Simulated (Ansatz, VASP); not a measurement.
# One calculation of Au, two programs

```
Au
1.0
    -1.56258    1.56258    1.56258
     1.56258   -1.56258    1.56258
     1.56258    1.56258   -1.56258
Au
1
Direct
  0.00000 0.00000 0.00000
```

Alike in both runs: task single point; functional LDA; k mesh 15 × 15 × 15; occupations fermi-dirac, width 0.1 eV; no spin polarisation.

|  | VASP | Ansatz |
| --- | --- | --- |
| version | VASP 6.6.1 | Ansatz 0.2.0 |
| potentials or method | VASP PAW LDA potentials, release 64 (Au) | plane waves (420 eV) with PAW, scalar-relativistic |
| plane-wave cutoff (eV) | 520 | 420 |
| valence electrons in the cell | 11 | 19 |

```tsv
	VASP	Ansatz	Ansatz less VASP
pressure (GPa)	21.7	21.0	-0.70
```

The two sets of potentials don't hold the same shells in valence. Ansatz warned: «pseudo_functional_mismatch».

Caveats: so large a pressure means that the cell lies far from this level's equilibrium, or that cutoff or potentials fall short (VASP). Spin-orbit coupling is left out, which matters for the levels of Au.
